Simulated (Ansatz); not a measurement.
Input:

Li₃N:
```cif
data_Li3N
_chemical_formula_sum 'Li3 N1'
_space_group_name_H-M_alt 'P6/mmm'
_space_group_IT_number 191
_space_group_name_Hall '-P 6 2'
_cell_length_a 3.60714
_cell_length_b 3.60714
_cell_length_c 3.84463
_cell_angle_alpha 90.000
_cell_angle_beta 90.000
_cell_angle_gamma 120.000
loop_
_atom_site_label
_atom_site_type_symbol
_atom_site_symmetry_multiplicity
_atom_site_Wyckoff_symbol
_atom_site_fract_x
_atom_site_fract_y
_atom_site_fract_z
_atom_site_occupancy
Li1 Li 1 b 0.00000 0.00000 0.50000 1
Li2 Li 2 c 0.33333 0.66667 0.00000 1
N1 N 1 a 0.00000 0.00000 0.00000 1
```

This is the PBEsol-relaxed structure.

### Question
All from plane-wave PAW PBEsol (Ansatz code), unless another level is named. Predict the Debye temperature from the elastic constants.

### Answer
767 K.

### Question
What about the highest zone-centre frequency (without LO–TO term)?

### Answer
679 cm⁻¹.

Symmetry was held in the PBEsol relaxation. At this level the phase is dynamically unstable (imaginary phonons).

Potentials: the later of the program's two PAW sets.
